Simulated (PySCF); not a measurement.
## Frontier orbitals and the lowest excitations

C4H2O3.
Structure used (GFN2-xTB), in Å, numbered top down from 1:
```
atom  x, y, z in Å
O1    -2.210   -1.088   -0.216
C2    -1.112   -0.638   -0.280
C3    -0.675    0.769   -0.515
C4     0.654    0.792   -0.506
C5     1.135   -0.599   -0.262
O6     2.247   -1.011   -0.178
O7     0.024   -1.395   -0.139
H8    -1.381    1.564   -0.658
H9     1.333    1.611   -0.639
```

The calculation used PySCF, TDDFT CAM-B3LYP/def2-SVPD, vertical, gas phase, core orbitals frozen in the response.

Kohn–Sham orbitals with the atoms that hold most of them (Löwdin shares over 4%, at most four atoms; ? is withheld):

```tsv
orbital	ε (eV)	atoms
LUMO+2	1.59	C5 18%, C2 18%, O7 18%, O6 12%
LUMO+1	1.03	C3 23%, C4 23%, C2 11%, C5 11%
LUMO	-2.22	C4 20%, C3 20%, O1 14%, O6 14%
HOMO	-10.37	?
HOMO-1	-11.02	?
HOMO-2	-11.17	O1 32%, O6 32%, O7 10%, C4 7%
HOMO-3	-11.71	O7 45%, O6 14%, O1 14%, C3 7%
```

Q: Which atoms hold the HOMO, and with what shares?

A: O6 (bonded to C) 35%; O1 (bonded to C) 35%; O7 (bonded to 2 C) 9%; C5 (bonded to C and 2 O) 6%. By element: oxygen 79%, carbon 6% or more.

Q: Which atoms hold the HOMO-1, and with what shares?

A: C4 (bonded to 2 C and H) 28%; C3 (bonded to 2 C and H) 28%; O1 (bonded to C) 14%; O6 (bonded to C) 14%. By element: carbon 55% or more, oxygen 27% or more.

Q: The HOMO–LUMO gap is 8.16 eV. Where does the response calculation put the lowest singlet, and from which orbitals?

A: S1 is at 4.13 eV (f = 0.0000), 4.03 eV below the gap, made of HOMO→LUMO (95%). 

Q: One configuration dominates each of S1 and S2. Which, and how do the shares of the two leading atoms of either orbital change from the occupied to the empty one?

A: 
- S1 (4.13 eV, f 0.0000), HOMO→LUMO (95%): O6 35% → 14%, O1 35% → 14%, C4 at most 6% → 20%, C3 at most 6% → 20%
- S2 (4.81 eV, f 0.0000), HOMO-2→LUMO (92%): O1 32% → 14%, O6 32% → 14%, C4 7% → 20%, C3 at most 8% → 20%

The run took 29 s of wall time on an x86-64 server with one thread, shared host.
